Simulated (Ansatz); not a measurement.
Runs of Ansatz 0.2.0 on As. It takes space group R-3m (No. 166, trigonal). The conventional cell has a = 3.762 Å, b = 3.762 Å, c = 10.542 Å, α = 90.00°, β = 90.00°, γ = 120.00°. As (site symmetry 3m) is surrounded by 3 As at 2.51 Å. 

```csv
task,level,smearing,points for each segment of the path,pressure (GPa),largest force (eV/Å)
single point,PBE,gaussian 0.02 eV,-,3.7,0.43
single point,PBE,gaussian 0.013 eV,-,3.7,0.43
band structure,revPBE,fermi-dirac 0.05 eV,14,5.0,(a)
single point,PBE,gaussian 0.019 eV,-,3.7,0.43
single point,PBE,gaussian 0.017 eV,-,3.7,0.43
```

Alike in all rows: potentials or basis Ansatz PAW; no spin polarisation; cell as given; k mesh 9 × 9 × 9; cutoff (eV) 420.

Estimate the missing entries.

(a) 0.45.

Caveats: the PAW data sets come from PBE, with cores solved anew for the run's functional, which leaves a small shift of forces and pressure (some runs).
